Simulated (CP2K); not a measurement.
# BaTiO3 (P1) in CP2K: a series of runs, part 2 of 3

CP2K 2026.2. Earlier steps stand in the parts before.

**3. Band structure, PBE, spin-orbit coupling, no magnetisation (all atoms moved at random)**

Input file batio3_bands.inp:

```
&GLOBAL
  PROJECT batio3_bands
  RUN_TYPE ENERGY_FORCE
  PRINT_LEVEL LOW
&END GLOBAL
&FORCE_EVAL
  METHOD QS
  STRESS_TENSOR ANALYTICAL
  &DFT
    BASIS_SET_FILE_NAME BASIS_MOLOPT
    POTENTIAL_FILE_NAME GTH_SOC_POTENTIALS
    &MGRID
      CUTOFF 600
      REL_CUTOFF 60
      NGRIDS 4
    &END MGRID
    &QS
      METHOD GPW
      EPS_DEFAULT 1.0E-10
    &END QS
    &KPOINTS
      SCHEME MONKHORST-PACK 7 7 7
      GAMMA_CENTERED T
    &END KPOINTS
    &SCF
      SCF_GUESS ATOMIC
      EPS_SCF 1.0E-6
      MAX_SCF 100
      ADDED_MOS 19
      CHOLESKY OFF
      EPS_EIGVAL 1.0E-7
      &DIAGONALIZATION ON
        ALGORITHM STANDARD
      &END DIAGONALIZATION
      &MIXING ON
        METHOD BROYDEN_MIXING
        ALPHA 0.4
        BETA 1.5
        NBUFFER 8
      &END MIXING
      &SMEAR ON
        METHOD FERMI_DIRAC
        ELECTRONIC_TEMPERATURE [K] 580.226
      &END SMEAR
    &END SCF
    &XC
      &XC_FUNCTIONAL PBE
      &END XC_FUNCTIONAL
    &END XC
    &PRINT
      &KPOINTS ON
      &END KPOINTS
      &MULLIKEN ON
      &END MULLIKEN
      &MO ON
        ENERGIES T
        OCCUPATION_NUMBERS T
        &EACH
          QS_SCF 0
        &END EACH
        ADD_LAST NUMERIC
      &END MO
    &END PRINT
  &END DFT
  &PROPERTIES
    &BANDSTRUCTURE ON
      &BANDSTRUCTURE_PATH
        NPOINTS 10
        SPECIAL_POINT GAMMA 0.00000000 0.00000000 0.00000000
        SPECIAL_POINT X 0.00000000 0.50000000 0.00000000
        SPECIAL_POINT M 0.50000000 0.50000000 0.00000000
        SPECIAL_POINT GAMMA 0.00000000 0.00000000 0.00000000
        SPECIAL_POINT R 0.50000000 0.50000000 0.50000000
        SPECIAL_POINT X 0.00000000 0.50000000 0.00000000
      &END BANDSTRUCTURE_PATH
      &SOC ON
      &END SOC
    &END BANDSTRUCTURE
  &END PROPERTIES
  &SUBSYS
    &CELL
      A 4.0073000000 0.0000000000 0.0000000000
      B 0.0000000000 4.0073000000 0.0000000000
      C 0.0000000000 0.0000000000 4.0073000000
      PERIODIC XYZ
    &END CELL
    &COORD
      Ba  2.0398337150 1.8244881052 2.0304137148
      Ti  3.7818296662 0.2804299323 3.8242164812
      O   2.0859395849 0.0273777935 0.2221324132
      O   0.0506804032 1.9714626451 0.2112792422
      O   0.0563166306 3.9108415240 1.7265581887
    &END COORD
    &KIND Ba
      BASIS_SET DZVP-MOLOPT-SR-GTH-q10
      POTENTIAL GTH-PBE-q10
    &END KIND
    &KIND Ti
      BASIS_SET DZVP-MOLOPT-SR-GTH-q12
      POTENTIAL GTH-PBE-q12
    &END KIND
    &KIND O
      BASIS_SET DZVP-MOLOPT-SR-GTH-q6
      POTENTIAL GTH-PBE-q6
    &END KIND
    &PRINT
      &ATOMIC_COORDINATES ON
      &END ATOMIC_COORDINATES
      &CELL ON
      &END CELL
    &END PRINT
  &END SUBSYS
  &PRINT
    &FORCES ON
    &END FORCES
    &STRESS_TENSOR ON
    &END STRESS_TENSOR
  &END PRINT
&END FORCE_EVAL
```

Potentials or basis: GTH_SOC_POTENTIALS Ba GTH-PBE-q10, Ti GTH-PBE-q12, O GTH-PBE-q6; DZVP-MOLOPT-SR-GTH basis.

Run with:

```bash
$ OMP_NUM_THREADS=1 mpirun -n 2 cp2k.psmp -i batio3_bands.inp -o batio3_bands.out
```

batio3_bands.out:

```text

 CP2K| version string:                                       CP2K version 2026.2
 CP2K| Input file name                                          batio3_bands.inp

 GLOBAL| Force Environment number                                              1
 GLOBAL| Basis set file name                                        BASIS_MOLOPT
 GLOBAL| Potential file name                                  GTH_SOC_POTENTIALS
 GLOBAL| MM Potential file name                                     MM_POTENTIAL
 GLOBAL| Coordinate file name                                      __STD_INPUT__
 GLOBAL| Method name                                                        CP2K
 GLOBAL| Project name                                               batio3_bands
 GLOBAL| Run type                                                   ENERGY_FORCE
 GLOBAL| FFT library                                                       FFTW3
 GLOBAL| Diagonalization library                                       ScaLAPACK
 GLOBAL| Cholesky decomposition library                                ScaLAPACK
 GLOBAL| DGEMM library                                                      BLAS
 GLOBAL| Direct generalized diagonalization requested                          F
 GLOBAL| Matrix multiplication library                                 ScaLAPACK
 GLOBAL| Global print level                                                  LOW
 GLOBAL| Total number of message passing processes                             2
 GLOBAL| Number of threads for this process                                    1
 GLOBAL| CPU model name                                                  UNKNOWN

 CELL| Volume [angstrom^3]:                                            64.351040
 CELL| Vector a [angstrom]:       4.007     0.000     0.000   |a| =     4.007300
 CELL| Vector b [angstrom]:       0.000     4.007     0.000   |b| =     4.007300
 CELL| Vector c [angstrom]:       0.000     0.000     4.007   |c| =     4.007300
 CELL| Angle (b,c), alpha [degree]:                                    90.000000
 CELL| Angle (a,c), beta  [degree]:                                    90.000000
 CELL| Angle (a,b), gamma [degree]:                                    90.000000
 CELL| Numerically orthorhombic:                                             YES
 CELL| Periodicity                                                           XYZ

 CELL_REF| Volume [angstrom^3]:                                        64.351040
 CELL_REF| Vector a [angstrom     4.007     0.000     0.000   |a| =     4.007300
[... 808 lines left out ...]
 #  Atom  Element  Kind  Atomic population                           Net charge
       1     Ba       1          8.616661                              1.383339
       2     Ti       2         11.577653                              0.422347
       3     O        3          6.575762                             -0.575762
       4     O        3          6.562411                             -0.562411
       5     O        3          6.667513                             -0.667513
 # Total charge                             40.000000                 -0.000000

 !-----------------------------------------------------------------------------!

 -------------------------------------------------------------------------------
 -                                                                             -
 -                          BANDSTRUCTURE CALCULATION                          -
 -                                                                             -
 -------------------------------------------------------------------------------

 Number of occupied molecular orbitals (MOs) = Number of occupied bands       20
 Number of unoccupied (= virtual) MOs = Number of unoccupied bands            59
 Number of Gaussian basis functions for MOs                                   79
 Number of cells considered in the DFT calculation                           440
 Number of cells for G, χ, W, Σ                                              343
 Number of special k-points for the bandstructure                              6
 Number of k-points for the bandstructure                                    394

 SOC requested, SOC energy window occ (eV):                            no window
 SOC requested, SOC energy window virt (eV):                           no window

 SCF valence band maximum (eV):                                            8.644
 SCF conduction band minimum (eV):                                        11.289
 SCF indirect band gap (eV):                                               2.645
 SCF direct band gap (eV):                                                 2.815

 SCF+SOC valence band maximum (eV):                                        8.646
 SCF+SOC conduction band minimum (eV):                                    11.270
 SCF+SOC indirect band gap (eV):                                           2.624
 SCF+SOC direct band gap (eV):                                             2.812

 ENERGY| Total FORCE_EVAL ( QS ) energy [hartree]           -132.047676420787354

 FORCES| Atomic forces [hartree/bohr]
 FORCES|   Atom     x               y               z               |f|
 FORCES|      1 -2.04687843E-02  4.34567820E-02 -1.33738859E-02   4.98630510E-02
 FORCES|      2  4.98868521E-02 -6.45842479E-02  2.86942448E-02   8.65053916E-02
 FORCES|      3 -2.17513776E-02 -3.56390387E-03 -4.69959235E-02   5.19080020E-02
 FORCES|      4 -3.66630081E-03  1.18695460E-02 -4.49237053E-02   4.66097327E-02
 FORCES|      5 -3.11247595E-03  1.28491278E-02  7.55168412E-02   7.66653827E-02
 FORCES| Sum     8.87913390E-04  2.73040860E-05 -1.08242881E-03
 FORCES| Total atomic force                                       1.40028134E-03

 STRESS| Analytical stress tensor [bar]
 STRESS|                        x                   y                   z
 STRESS|      x        1.98097190528E+05  -2.25002984362E+04   1.96221873214E+04
 STRESS|      y       -2.25002984362E+04   1.76382255544E+05  -1.25410150677E+04
 STRESS|      z        1.96221873214E+04  -1.25410150677E+04   6.01278619895E+04
 STRESS| 1/3 Trace                                             1.44869102687E+05
 STRESS| Determinant                                           1.98248202188E+15

 STRESS| Eigenvectors and eigenvalues of the analytical stress tensor [bar]
 STRESS|                        1                   2                   3
 STRESS| Eigenvalues   5.66420546628E+04   1.62257082211E+05   2.15708171187E+05
 STRESS|      x          -0.124431501633      0.532354843591      0.837326174144
 STRESS|      y           0.080199371514      0.846519664046     -0.526281786871
 STRESS|      z           0.988981729968     -0.001666999897      0.148028236838
```

It took 55 s on 2 MPI ranks of Arm Neoverse V1, shared host.

Results:

| Item | Value |
| --- | --- |
| Free energy | -3593.2000 eV |
| Pressure | 14.5 GPa |
| Largest force | 4.448 eV/Å |
| Band gap along the path | 2.62 eV, indirect (least direct gap 2.81 eV) |
| Mulliken charges | Ba +1.38; Ti +0.42; O -0.58, -0.56, -0.67 e |

Forces in eV/Å, atoms in the order of the input:
```
Ba  -1.053  2.235 -0.688
Ti   2.565 -3.321  1.476
O   -1.119 -0.183 -2.417
O   -0.189  0.610 -2.310
O   -0.160  0.661  3.883
```

Caveat: Mulliken charges move with the basis; the basis of atomic orbitals isn't converged, which shifts pressures, moduli and gaps; forces of over 1 eV/Å show positions far from the minimum, so gaps and moduli don't describe the material at rest.

(Part 2 of 3 ends here.)
